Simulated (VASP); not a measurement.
# SnTe (Fm-3m) in VASP: notebook

One crystal, SnTe, is run at these levels: revPBE, PBE+TS, r2SCANh+D4, PBE, HSEsol; tasks: relaxation of cell and atoms, single point.

Program: VASP 6.6.1. These are calculated values, not measurements. Logs are shortened: lines on timing, memory, paths and dates and some standing lists are left out, and cuts for length are marked.

**1. The crystal as given**

The structure is cubic, space group Fm-3m (No. 225). The conventional cell has a = 6.302 Å, b = 6.302 Å, c = 6.302 Å, α = 90.00°, β = 90.00°, γ = 90.00°. Around Te (site symmetry m-3m) lie 6 Sn at 3.15 Å. Sn (site symmetry m-3m) is surrounded by 6 Te at 3.15 Å.

**2. Relaxation of cell and atoms, revPBE (atoms moved at random, drawn with an rms of 0.05 Å)**

run.py

```python
from ase import Atoms
from ase.calculators.vasp import Vasp

atoms = Atoms(
    ['Te', 'Sn'],
    cell=[[0.0, 3.15085, 3.15085], [3.15085, 0.0, 3.15085], [3.15085, 3.15085, 0.0]],
    scaled_positions=[[0.510412, 0.494138, 0.5059], [0.003592, -0.009835, -0.003528]],
    pbc=True,
)
calc = Vasp(
    directory='calc',
    xc='revpbe',
    pp='PBE',
    setups='recommended',
    prec='Accurate',
    encut=600,
    ediff=1e-06,
    ismear=-1,
    sigma=0.05,
    lreal=False,
    lasph=True,
    nelm=100,
    algo='Normal',
    isif=3,
    lwave=False,
    lcharg=False,
    ibrion=2,
    nsw=40,
    ediffg=-0.01,
    kpts=[7, 7, 7],
    gamma=True,
)
atoms.calc = calc

print('energy (eV):', atoms.get_potential_energy())
print('free energy (eV):', atoms.get_potential_energy(force_consistent=True))
print('forces (eV/A):')
print(atoms.get_forces())
print('stress (eV/A^3, Voigt):', atoms.get_stress())
print('Fermi level (eV):', calc.get_fermi_level())
print('cell (A, degrees):', atoms.cell.cellpar())
print('volume (A^3):', atoms.get_volume())
print('scaled positions:')
print(atoms.get_scaled_positions())
```

Potentials or basis: VASP PAW PBE potentials, release 64 (Te, Sn_d).

Launch:

```
python run.py
```

Standard output:

```text
energy (eV): -6.97136842
free energy (eV): -6.97137866
forces (eV/A):
[[ 0.002226   -0.00142828  0.00412808]
 [-0.002226    0.00142828 -0.00412808]]
stress (eV/A^3, Voigt): [ 1.27784476e-05  5.51752527e-05 -6.17964953e-06 -9.77203312e-05
 -9.97501324e-05 -9.63481604e-05]
Fermi level (eV): 5.99923501
cell (A, degrees): [ 4.6211968   4.61249609  4.63103122 59.16209035 59.11207958 59.18160287]
volume (A^3): 68.45051530648313
scaled positions:
[[0.51711503 0.49860653 0.51492409]
 [0.99688897 0.98569647 0.98744791]]
```

OUTCAR:

```text
ENCUT = 600.000000
   EDIFF = 1.00e-06
   EDIFFG = -1.00e-02
   GGA = RE
   PREC = Accurate
   IBRION = 2
   ISIF = 3
   ISMEAR = -1
   NELM = 100
   NSW = 40
   LASPH = .TRUE.
   LREAL = .FALSE.

 ion  position               nearest neighbor table
   1  0.510  0.494  0.506-   2 3.10   2 3.11   2 3.12   2 3.19   2 3.19   2 3.20
   2  0.004  0.990  0.996-   1 3.10   1 3.11   1 3.12   1 3.19   1 3.19   1 3.20

  LATTYP: Found a face centered cubic cell.
 ALAT       =     6.3017000000

  Lattice vectors:

 A1 = (   0.0000000000,   3.1508500000,   3.1508500000)
 A2 = (   3.1508500000,   0.0000000000,   3.1508500000)
 A3 = (   3.1508500000,   3.1508500000,   0.0000000000)

Analysis of symmetry for initial positions (statically):
=====================================================================
 Subroutine PRICEL returns:
 Original cell was already a primitive cell.

 Routine SETGRP: Setting up the symmetry group for a
 face centered cubic supercell.

 Subroutine GETGRP returns: Found  1 space group operations
 (whereof  1 operations were pure point group operations)
 out of a pool of 48 trial point group operations.

The static configuration has the point symmetry C_1 .

Analysis of symmetry for dynamics (positions and initial velocities):
=====================================================================
 Subroutine PRICEL returns:
 Original cell was already a primitive cell.

 Routine SETGRP: Setting up the symmetry group for a
 face centered cubic supercell.

 Subroutine GETGRP returns: Found  1 space group operations
 (whereof  1 operations were pure point group operations)
 out of a pool of 48 trial point group operations.

The dynamic configuration has the point symmetry C_1 .

 Subroutine INISYM returns: Found  1 space group operations
 (whereof  1 operations are pure point group operations),
 and found     1 'primitive' translations

----------------------------------------------------------------------------------------

                                     Primitive cell

  volume of cell :      62.5624

  direct lattice vectors                    reciprocal lattice vectors
     0.000000000  3.150850000  3.150850000    -0.158687338  0.158687338  0.158687338
     3.150850000  0.000000000  3.150850000     0.158687338 -0.158687338  0.158687338
     3.150850000  3.150850000  0.000000000     0.158687338  0.158687338 -0.158687338

  length of vectors
     4.455974803  4.455974803  4.455974803     0.274854533  0.274854533  0.274854533

  position of ions in fractional coordinates (direct lattice)
     0.510412000  0.494138000  0.505900000
     0.003592000  0.990165000  0.996472000

  ion indices of the primitive-cell ions
   primitive index   ion index
                 1           1
                 2           2

----------------------------------------------------------------------------------------

 KPOINTS: KPOINTS created by Atomic Simulation Env

Automatic generation of k-mesh.
 Grid dimensions read from file:
 generate k-points for:    7    7    7

 Generating k-lattice:

  Cartesian coordinates                     Fractional coordinates (reciprocal lattice)
    -0.022669620  0.022669620  0.022669620     0.142857143  0.000000000  0.000000000
     0.022669620 -0.022669620  0.022669620     0.000000000  0.142857143  0.000000000
     0.022669620  0.022669620 -0.022669620     0.000000000  0.000000000  0.142857143
[... 68 lines left out ...]
   NELECT =      20.0000    total number of electrons
   NUPDOWN=      -1.0000    fix difference up-down
   EMIN   =  10.00;   EMAX   =-10.00  energy-range for DOS
   EFERMI =   0.00;   METHOD = LEGACY
   ISMEAR =    -1;   SIGMA  =   0.05  broadening in eV -4-tet -1-fermi 0-gaus
   EFERMI_NEDOS =   21; number of points for ismear=-14 and -15
   IALGO  =     38    algorithm
   IMIX   =      4    mixing-type and parameters
     AMIX     =   0.40;   BMIX     =  1.00
     AMIX_MAG =   1.60;   BMIX_MAG =  1.00
  volume/ion in A,a.u.               =      31.28       211.10
  Fermi-wavevector in a.u.,A,eV,Ry     =   1.119387  2.115336 17.048485  1.253028
  Thomas-Fermi vector in A             =   2.256026
   LORBIT       =      0    0 simple, 1 ext, 2 COOP (PROOUT), +10 PAW based schemes
   GGA     = RE    functional components
   LHFCALC =     F    Hartree Fock is set to
   AEXX    =    0.0000 exact exchange contribution
   IVDW    =     0    specifies the selected vdW correction
   LEPSILON=     F    determine dielectric tensor
   LRPA    =     F    only Hartree local field effects (RPA)
 conjugate gradient relaxation of ions
 non-spin polarized calculation
  energy-cutoff  :      600.00
  volume of cell :       62.56
 maximum number of plane-waves:      2106
   NGX = 17   NGY = 17   NGZ = 17

--------------------------------------- Ionic step        1  -------------------------------------------

 number of electron      20.0000000 magnetization

 Free energy of the ion-electron system (eV)
  ---------------------------------------------------
  ext. energy  EPLUGINS =         0.00000000
  ---------------------------------------------------
  free energy    TOTEN  =        -6.91945474 eV

  energy without entropy =       -6.91939302  energy(sigma->0) =       -6.91942388

------------------------ aborting loop because EDIFF is reached ----------------------------------------

  FORCE on cell =-STRESS in cart. coord.  units (eV):
  Direction    XX          YY          ZZ          XY          YZ          ZX
  --------------------------------------------------------------------------------------
  -------------------------------------------------------------------------------------
  Total        1.2814486      1.2911036      1.2744255      0.0089960      0.0072531      0.0059775
  in kB       32.8169773     33.0642371     32.6371224      0.2303812      0.1857456      0.1530805
  external PRESSURE =      32.8394456 kB  Pullay stress =       0.0000000 kB
[... 89 lines left out ...]
  FREE ENERGIE OF THE ION-ELECTRON SYSTEM (eV)
  ---------------------------------------------------
  free  energy   TOTEN  =        -6.9669838821 eV

  energy  without entropy=       -6.9669433544  energy(sigma->0) =       -6.96696362

[... ionic steps 4 to 13 ...]

--------------------------------------- Ionic step       14  -------------------------------------------

 number of electron      20.0000001 magnetization

------------------------ aborting loop because EDIFF is reached ----------------------------------------
[... 67 lines left out ...]
--------------------------------------- Ionic step       16  -------------------------------------------

 number of electron      20.0000001 magnetization

 Free energy of the ion-electron system (eV)
  ---------------------------------------------------
  ext. energy  EPLUGINS =         0.00000000
  ---------------------------------------------------
  free energy    TOTEN  =        -6.97137866 eV

  energy without entropy =       -6.97135817  energy(sigma->0) =       -6.97136842

 E-fermi :   5.9992     XC(G=0):  -8.9980

 val. band max:        5.6206856983   @ k =   0.0000   0.4286   0.0000
 cond. band min:       6.3516785154   @ k =   0.0000   0.4286   0.0000
 fundamental gap:      0.7309928170
 Fermi energy:         5.9992350075

 k-point     1 :       0.0000    0.0000    0.0000
  band No.  band energies     occupation
      1     -15.9266      2.00000
      2     -15.9261      2.00000
      3     -15.9232      2.00000
      4     -15.9226      2.00000
      5     -15.9218      2.00000
      6      -6.2530      2.00000
      7       1.0331      2.00000
      8       4.0141      2.00000
      9       4.0373      2.00000
     10       4.0391      2.00000
     11       8.8384      0.00000
     12       9.0407      0.00000
     13       9.0838      0.00000
     14      11.0096      0.00000
[... 377 lines left out ...]
      1     -15.9297      2.00000
      2     -15.9259      2.00000
      3     -15.9223      2.00000
      4     -15.9205      2.00000
      5     -15.9198      2.00000
      6      -5.7644      2.00000
      7      -0.4583      2.00000
      8       3.5333      2.00000
      9       3.5507      2.00000
     10       4.9893      2.00000
     11       7.0359      0.00000
     12       8.6107      0.00000
     13       8.7547      0.00000
     14      10.3067      0.00000

 [... further k-points ...]

------------------------ aborting loop because EDIFF is reached ----------------------------------------

  FORCE on cell =-STRESS in cart. coord.  units (eV):
  Direction    XX          YY          ZZ          XY          YZ          ZX
  --------------------------------------------------------------------------------------
  -------------------------------------------------------------------------------------
  Total       -0.0008747     -0.0037768      0.0004230      0.0065951      0.0066889      0.0068279
  in kB       -0.0204733     -0.0884005      0.0099009      0.1543682      0.1565638      0.1598173
  external PRESSURE =      -0.0329910 kB  Pullay stress =       0.0000000 kB
[... 17 lines left out ...]
  FREE ENERGIE OF THE ION-ELECTRON SYSTEM (eV)
  ---------------------------------------------------
  free  energy   TOTEN  =        -6.9713786635 eV

  energy  without entropy=       -6.9713581695  energy(sigma->0) =       -6.97136842

 reached required accuracy - stopping structural energy minimisation
```

INCAR:

```text
ENCUT = 600.000000
SIGMA = 0.050000
EDIFF = 1.00e-06
EDIFFG = -1.00e-02
ALGO = Normal
GGA = RE
PREC = Accurate
IBRION = 2
ISIF = 3
ISMEAR = -1
NELM = 100
NSW = 40
LASPH = .TRUE.
LCHARG = .FALSE.
LWAVE = .FALSE.
LREAL = .FALSE.
```

Run time: 12 min. Hardware: 1 thread of AMD EPYC 9R45 (Zen 5), shared host; peak memory 0.35 GiB.

Results:

- Free energy: -6.9714 eV
- Relaxed volume: 34.23 Å³/atom
- Relaxed cell: a = 4.621 Å, b = 4.612 Å, c = 4.631 Å, α = 59.16°, β = 59.11°, γ = 59.18°
- Space group after relaxing (to 0.05 Å): Cm (No. 8)
- Energy gained by relaxing: 26.0 meV/atom
- Ionic steps: 16
- Pressure after relaxing: 0.0 GPa
- Largest force after relaxing: 0.005 eV/Å
- Band gap on the k mesh: 0.73 eV, direct

Forces in eV/Å, atoms in the order of the input:
```
Te   0.002 -0.001  0.004
Sn  -0.002  0.001 -0.004
```

Step by step:
```csv
step,energy change (eV),largest force (eV/Å),pressure (GPa),volume (Å³)
1,0.0000,0.0281,3.28,62.56
2,-0.0456,0.0370,-0.57,68.55
3,-0.0475,0.0267,0.00,67.47
4,-0.0475,0.0257,0.10,67.37
5,-0.0476,0.0265,0.06,67.38
6,-0.0478,0.0290,0.06,67.42
7,-0.0483,0.0333,0.03,67.51
8,-0.0492,0.0397,0.03,67.67
9,-0.0505,0.0374,0.06,68.00
10,-0.0508,0.0350,0.03,68.07
11,-0.0515,0.0270,-0.03,68.28
12,-0.0511,0.0133,-0.11,68.70
13,-0.0516,0.0227,-0.06,68.42
14,-0.0518,0.0106,-0.01,68.41
15,-0.0519,0.0035,0.02,68.40
16,-0.0519,0.0049,0.00,68.45
```

Final structure:
```xyz
2
Lattice="0.0423 3.2727 3.2624 3.2636 0.0458 3.2591 3.2717 3.2774 0.0375" Properties=species:S:1:pos:R:3 pbc="T T T"
Te    3.3338    3.4028    3.3313
Sn    6.4897    6.5439    6.5017
```

Caveat: the PAW data sets were made with another functional, which shifts forces and pressure a little; spin-orbit coupling is left out, which moves the levels of the heavy elements; an odd mesh through Γ misses points on the zone boundary, where band edges often lie. Zero-point motion and thermal expansion aren't in these numbers.

**3. Relaxation of cell and atoms, PBE+TS**

INCAR

```
PREC = Accurate ; ENCUT = 680
EDIFF = 1E-6 ; ISMEAR = 0
SIGMA = 0.1 ; LREAL = False
LASPH = True ; NELM = 60
ALGO = Normal ; ISIF = 3
LWAVE = False ; LCHARG = False
GGA = PE ; IVDW = 2
IBRION = 2 ; NSW = 60
EDIFFG = -0.01
```

KPOINTS

```
regular mesh
0
Gamma
  7 7 7
```

POSCAR

```
SnTe
1.0
    0.0000000000      3.1508500000      3.1508500000
    3.1508500000      0.0000000000      3.1508500000
    3.1508500000      3.1508500000      0.0000000000
Te Sn
1 1
Cartesian
    3.1508500000      3.1508500000      3.1508500000
    0.0000000000      0.0000000000      0.0000000000
```

Potentials or basis: VASP PAW PBE potentials, release 64 (Te_GW, Sn_d_GW).

Launch:

```
cat potpaw_PBE.64/Te_GW/POTCAR potpaw_PBE.64/Sn_d_GW/POTCAR > POTCAR
mpirun -np 1 vasp_std > vasp.out
```

Wall time 52 s (1 thread of AMD EPYC 9R45 (Zen 5), shared host); peak memory 0.25 GiB.

It converged, with:

* Free energy: -8.1522 eV
* Relaxed volume: 31.78 Å³/atom
* Relaxed cell: a = 4.480 Å, b = 4.480 Å, c = 4.480 Å, α = 60.00°, β = 60.00°, γ = 60.00°
* Space group after relaxing (to 0.05 Å): Fm-3m (No. 225)
* Energy gained by relaxing: 1.2 meV/atom
* Ionic steps: 3
* Pressure after relaxing: 0.0 GPa
* Hirshfeld charges: Te -0.12; Sn +0.12 e
* Dispersion energy per atom: -0.294 eV

The path:
| step | energy change (eV) | largest force (eV/Å) | pressure (GPa) | volume (Å³) |
| --- | --- | --- | --- | --- |
| 1 | 0.0000 | 0.0000 | 0.77 | 62.56 |
| 2 | -0.0021 | 0.0000 | -0.30 | 63.93 |
| 3 | -0.0024 | 0.0000 | -0.05 | 63.56 |

Final structure:
```xyz
2
Lattice="0.0000 3.1675 3.1675 3.1675 0.0000 3.1675 3.1675 3.1675 0.0000" Properties=species:S:1:pos:R:3 pbc="T T T"
Te    3.1675    3.1675    3.1675
Sn    0.0000    0.0000    0.0000
```

Levels at points of the mesh, in eV from the Fermi level:
| k point | band 7 | band 8 | band 9 | band 10 | band 11 | band 12 | band 13 | band 14 |
| --- | --- | --- | --- | --- | --- | --- | --- | --- |
| (0.00, 0.00, 0.00) | -4.82 | -2.18 | -2.18 | -2.18 | 3.24 | 3.24 | 3.24 | 4.73 |

Caveat: this odd mesh misses L, where the gap lies, so gap, dielectric constants and Born charges aren't listed. Zero-point motion and thermal expansion aren't in these numbers.

**4. Single point, r2SCANh+D4**

run.py

```python
from ase.calculators.vasp import Vasp
from ase.dft.bandgap import bandgap
from ase.io import read

atoms = read('POSCAR')
calc = Vasp(
    directory='calc',
    pp='PBE',
    setups='minimal',
    pp_version='54',
    prec='Accurate',
    encut=500,
    ediff=1e-06,
    ismear=0,
    sigma=0.05,
    lreal=False,
    lasph=True,
    nelm=80,
    algo='Normal',
    isif=2,
    lwave=False,
    lcharg=False,
    metagga='R2SCAN',
    lhfcalc=True,
    aexx=0.1,
    lmixtau=True,
    precfock='Fast',
    hfrcut=-1,
    ivdw=13,
    vdw_s6=1.0,
    vdw_s8=0.8324,
    vdw_a1=0.4944,
    vdw_a2=5.9019,
    kpts=[4, 4, 4],
    gamma=True,
    nbands=12,
)
atoms.calc = calc

print('energy (eV):', atoms.get_potential_energy())
print('free energy (eV):', atoms.get_potential_energy(force_consistent=True))
print('forces (eV/A):')
print(atoms.get_forces())
print('stress (eV/A^3, Voigt):', atoms.get_stress())
print('Fermi level (eV):', calc.get_fermi_level())
gap, top, bottom = bandgap(calc)
print('band gap (eV):', gap, 'from (spin, k, band)', top, 'to', bottom)
```

Edit POSCAR of step 3 so:

```diff
@@ -7,4 +7,4 @@
 1 1
-Cartesian
-    3.1508500000      3.1508500000      3.1508500000
+Direct
+    0.5000000000      0.5000000000      0.5000000000
     0.0000000000      0.0000000000      0.0000000000
```

Potentials or basis: VASP PAW PBE potentials, release 54 (Te, Sn).

Launch:

```
python run.py
```

Standard output:

```text
energy (eV): -47.71153188
free energy (eV): -47.71153196
forces (eV/A):
[[-0. -0.  0.]
 [ 0.  0. -0.]]
stress (eV/A^3, Voigt): [-0.00310806 -0.00310806 -0.00310806  0.          0.         -0.        ]
Fermi level (eV): 5.90870854
band gap (eV): 0.31759999999999966 from (spin, k, band) (0, np.int64(2), np.int64(4)) to (0, np.int64(2), np.int64(5))
```

OUTCAR:

```text
AEXX = 0.100000
   ENCUT = 500.000000
   EDIFF = 1.00e-06
   METAGGA = R2SCAN
[... 340 lines left out ...]
 -----------------------------------------------------------------------------------
      3.15085      3.15085      3.15085        -0.000000     -0.000000      0.000000
      0.00000      0.00000      0.00000         0.000000      0.000000     -0.000000
 -----------------------------------------------------------------------------------
    total drift:                                0.000000      0.000000      0.000000

  FREE ENERGIE OF THE ION-ELECTRON SYSTEM (eV)
  ---------------------------------------------------
  free  energy   TOTEN  =       -47.7115319603 eV

  energy  without entropy=      -47.7115318132  energy(sigma->0) =      -47.71153189
```

INCAR:

```text
AEXX = 0.100000
ENCUT = 500.000000
SIGMA = 0.050000
VDW_S6 = 1.000000
VDW_S8 = 0.832400
VDW_A1 = 0.494400
VDW_A2 = 5.901900
HFRCUT = -1.000000
EDIFF = 1.00e-06
ALGO = Normal
METAGGA = R2SCAN
PREC = Accurate
PRECFOCK = Fast
ISIF = 2
ISMEAR = 0
NBANDS = 12
NELM = 80
IVDW = 13
LASPH = .TRUE.
LCHARG = .FALSE.
LHFCALC = .TRUE.
LWAVE = .FALSE.
LMIXTAU = .TRUE.
LREAL = .FALSE.
```

Wall time 1.8 min (1 thread of AMD EPYC 9R45 (Zen 5), shared host); peak memory 0.15 GiB.

What came out:

| Quantity | Value |
| --- | --- |
| Free energy | -47.7115 eV |
| Pressure | 0.5 GPa |
| Band gap on the k mesh | 0.32 eV, direct |
| Dispersion energy per atom | -0.170 eV |

Caveat: the k mesh is coarse (spacing up to 0.43 Å⁻¹), so the values aren't converged, least of all with exact exchange; the PAW data sets were made with another functional, which shifts forces and pressure a little; spin-orbit coupling is left out, which moves the levels of the heavy elements.

**5. Single point, PBE**

INCAR

```
SYSTEM = SnTe
PREC     = Accurate       ! precision mode
ENCUT    = 520            ! plane-wave cutoff, eV
EDIFF    = 1E-6           ! SCF threshold, eV
ISMEAR   = 0              ! smearing method
SIGMA    = 0.019000000000000003 ! smearing width, eV
LREAL    = .False.        ! projectors in reciprocal space
LASPH    = .True.         ! aspherical terms in the spheres
NELM     = 60             ! most SCF steps
ALGO     = Normal         ! electronic algorithm
ISIF     = 2              ! what is computed and relaxed
LWAVE    = .False.        ! write WAVECAR
LCHARG   = .False.        ! write CHGCAR
GGA      = PE             ! functional
```

KPOINTS

```
Automatic mesh
0
Gamma
  7 7 7
  0 0 0
```

POSCAR is that of step 4.

Potentials or basis: VASP PAW PBE potentials, release 64 (Te, Sn_d).

Launch:

```
cat potpaw_PBE.64/Te/POTCAR potpaw_PBE.64/Sn_d/POTCAR > POTCAR
mpirun -np 1 vasp_std > vasp.out
```

Wall time 12 s (1 thread of Intel Xeon 6975P-C (Granite Rapids), shared host); peak memory 0.2 GiB.

The run converged. Its results:

```
Free energy : -7.5473 eV
Pressure    : 2.2 GPa
```

Levels at points of the mesh, in eV from the Fermi level:
| k point | band 7 | band 8 | band 9 | band 10 | band 11 | band 12 | band 13 | band 14 |
| --- | --- | --- | --- | --- | --- | --- | --- | --- |
| (0.00, 0.00, 0.00) | -4.59 | -2.06 | -2.06 | -2.06 | 3.44 | 3.44 | 3.44 | 4.84 |

Caveat: this odd mesh misses L, where the gap lies, so gap, dielectric constants and Born charges aren't listed.

(Continued in part 2 of 2.)
